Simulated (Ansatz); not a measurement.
**YN: one input, then a changed one**

The cell is COD entry 9008768, as deposited and not checked against the literature; nothing was relaxed. The listed cell was then made from it by scaling, straining or moving an atom.

First run: DFT, PBE, all-electron LAPW, scalar-relativistic (Ansatz 0.2.0).

Command: `ansatz run input.yaml --threads 1 --pin off --max-ram 2048MiB --backend cpu --events-out ev --progress --plain --runs-dir out` The run took about 7.8 s on 1 thread of a shared machine.

```yaml
crystal:
  lattice:
    - [0.0, 2.3971615055, 2.3971615055]
    - [2.3971615055, 0.0, 2.3971615055]
    - [2.3971615055, 2.3971615055, 0.0]
  atoms:
    - { symbol: "Y", position: [0.0, 0.0, 0.0] }
    - { symbol: "N", position: [0.5, 0.5, 0.5] }
kpoints:
  mp_grid: { grid: [11, 11, 11] }
scf:
  occupations: { method: fermi_dirac, width: 0.03 }
hamiltonian:
  xc: pbe
  pseudopotentials: { kind: all_electron, lapw: { basis_error: 0.001 } }
output:
  forces: true
  stress: true
  eigenvalues: true
```

Result: converged; pressure 12.74 GPa; gap on the k mesh 0.12 eV (the mesh can miss the band edges); 9 SCF iterations.

A second input differs as follows:

```diff
@@ -11,4 +11,6 @@
 scf:
   occupations: { method: fermi_dirac, width: 0.03 }
+  mixing: { algorithm: broyden, beta: 1.0, ndim: 1, preconditioner: none }
+  max_iter: 50
 hamiltonian:
   xc: pbe
```

Question: Does the change harm the result?

Answer: Not here: the run converged; energy at zero smearing 0.0 meV/atom from the first run; pressure 12.74 GPa; gap on the k mesh 0.12 eV (the mesh can miss the band edges); 18 SCF iterations, so the odd setting did no harm in this case.
